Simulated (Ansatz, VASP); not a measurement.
CuO: VASP beside Ansatz

File INCAR:

```
SYSTEM = CuO
PREC = Accurate
ENCUT = 520
EDIFF = 1E-7
ISMEAR = -1
SIGMA = 0.05
LREAL = .FALSE.
LASPH = .TRUE.
NELM = 80
ALGO = Normal
ISIF = 2
LWAVE = .FALSE.
LCHARG = .FALSE.
GGA = PE
NBANDS = 34
```

File KPOINTS:

```
Automatic mesh
0
G
  7 7 7
  0 0 0
```

POSCAR

```
CuO
1.0
    4.1330104069      0.0000000000      0.0000000000
    0.0000000000      4.1330104069      0.0000000000
    0.0000000000      0.0000000000      3.8615506501
Cu O
3 3
Direct
    0.5000000000      0.0000000000      0.5000000000
    0.0000000000      0.5000000000      0.5000000000
    0.0000000000      0.0000000000      0.0000000000
    0.0000000000      0.0000000000      0.5000000000
    0.5000000000      0.0000000000      0.0000000000
    0.0000000000      0.5000000000      0.0000000000
```

File input.yaml:

```yaml
crystal:
  lattice:
    - [4.1330104069, 0.0, 0.0]
    - [0.0, 4.1330104069, 0.0]
    - [0.0, 0.0, 3.8615506501]
  atoms:
    - { symbol: Cu, position: [0.5, 0.0, 0.5] }
    - { symbol: Cu, position: [0.0, 0.5, 0.5] }
    - { symbol: Cu, position: [0.0, 0.0, 0.0] }
    - { symbol: O, position: [0.0, 0.0, 0.5] }
    - { symbol: O, position: [0.5, 0.0, 0.0] }
    - { symbol: O, position: [0.0, 0.5, 0.0] }
hamiltonian:
  xc: pbe
  pseudopotentials: { kind: paw }
kpoints:
  mp_grid: { grid: [7, 7, 7] }
scf:
  occupations: { method: fermi_dirac, width: 0.05 }
output:
  forces: true
  stress: true
  eigenvalues: true
```

Change from the starting cell: volume scaled by 0.98.

Alike in both runs: task single point; functional PBE; k mesh 7 × 7 × 7; occupations fermi-dirac, width 0.05 eV; no spin polarisation.

|  | VASP | Ansatz |
| --- | --- | --- |
| version | VASP 6.6.1 | Ansatz 0.2.0 |
| potentials or method | VASP PAW PBE potentials, release 64 (Cu, O) | Ansatz PAW |
| plane-wave cutoff (eV) | 520 | 420 |
| valence electrons in the cell | 51 | 75 |

```tsv
	VASP	Ansatz	Ansatz less VASP
gap on the k mesh at the Fermi level (eV)	none	none	-
pressure (GPa)	5.5	4.9	-0.62
largest component of the traceless stress (GPa)	1.39	0.79	-0.605
```

A gap of «none» marks a metal or a gap that the smearing closes. With one functional, cell and mesh, what is left measures potentials, basis and numerics. The two sets of potentials don't hold the same shells in valence.

Caveats: an odd number of electrons without spin polarisation forces a metal; a magnetic or distorted state may lie lower; the run has no spin polarisation, though such a crystal can be magnetic; semilocal functionals often make such compounds metallic where correlation or magnetic order opens a gap, which also shifts bond lengths; the pressure holds a Pulay correction of +0.7 GPa for the finite cutoff (Ansatz).
